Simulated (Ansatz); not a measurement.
FeO (Wuestite):

```
Fe O
1.0
     0.00000    2.15540    2.15540
     2.15540    0.00000    2.15540
     2.15540    2.15540    0.00000
Fe O
1 1
Direct
  0.00000 0.00000 0.00000
  0.50000 0.50000 0.50000
```

```yaml
Program: Ansatz 0.2.0
Task: relaxation of cell and atoms
Functional: LDA
Potentials_or_basis: all-electron LAPW, scalar-relativistic
Basis_error_allowed: 0.001 eV/atom
k_mesh: 8 × 8 × 8
Occupations: fermi-dirac, width 0.05 eV
Spin: collinear spin, ferromagnetic start
Starting_moments: "[3.0, 0.0] μB"
```

At the start: volume 10.01 Å³/atom.

Q: How do energy, volume and symmetry change on relaxing?

A: Over 5 steps the energy falls by 44.2 meV/atom and the volume is 9.13 Å³/atom (-8.8 %); space group Fm-3m (No. 225, to 0.05 Å); moment 3.85 μB per cell.

Step by step:
```tsv
step	energy change (eV)	largest force (eV/Å)	volume (Å³)
1	0.0000	0.0000	20.03
2	-0.0721	0.0000	19.00
3	-0.0885	0.0000	18.28
4	-0.0885	0.0000	18.27
5	-0.0885	0.0000	18.27
```

Final structure:
```xyz
2
Lattice="0.0000 2.0903 2.0903 2.0903 0.0000 2.0903 2.0903 2.0903 0.0000" Properties=species:S:1:pos:R:3 pbc="T T T"
Fe    0.0000    0.0000    0.0000
O     2.0903    2.0903    2.0903
```

Caveat: the k mesh is thin for a metal, which can move the energy by tens of meV per atom; a cell with one magnetic atom can't hold antiferromagnetic order, which such compounds often take.
